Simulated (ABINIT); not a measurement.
Planning a run of ABINIT 10.8.3 on LiH (Fm-3m). The input:

```
acell 3*1.0 Angstrom
rprim 
  0.000000000000 2.036750000000 2.036750000000
  2.036750000000 -0.000000000000 2.036750000000
  2.036750000000 2.036750000000 -0.000000000000
ntypat 2
znucl 3 1
natom 2
typat 1 2
xred 
  0.000000000000 0.000000000000 0.000000000000
  0.500000000000 0.500000000000 0.500000000000
pp_dirpath "pseudos"
pseudos "Li.upf, H.upf"
ecut 33
ngkpt 8 8 8
nshiftk 1
shiftk 0 0 0
kptopt 1
chksymbreak 0
istwfk *1
occopt 1
irdwfk 1
optdriver 3
nband 29
ecuteps 4.8
inclvkb 2
awtr 1
symchi 1
indata_prefix "in"
outdata_prefix "out"
tmpdata_prefix "tmp"
```

The database entry behind the starting cell differs from later determinations by our own check (the deuteride, about 0.2 % short), so it need not match the best structure at ambient conditions.

```sh
OMP_NUM_THREADS=1 mpirun -n 4 abinit run.abi > log
```

Q: Estimate wall time and host memory on 4 MPI ranks of Arm Neoverse N1, shared host.

It took 18 s; on shared hardware allow 9.1 s to 36 s. Peak host memory was 0.47 GiB.

[Paths, hosts, dates, memory and timing lines, banners, echoed tables and standing remarks are left out of the program output.]

[Logs are printed without paths, hosts, clocks, repeated set-up lines and the standing remarks that a program may print on its own settings, such as how far it seeks lower states.]

[Runs of the session that timed out or met a known fault of the program may be left out.]

[Hosts, paths, dates, database ids (printed as entryN), source tags and the programs' standing remarks are cut or masked in the printed files.]

[G0W0 gaps are taken among the corrected bands and points alone; a level outside them can change the order at an edge.]

[Where Ansatz stands beside ABINIT at settings called matched, ABINIT's density can come from a denser mesh and the files from another edition; pairs whose starting gaps differed by over 0.03 eV were left out, so agreement reads better than it is.]
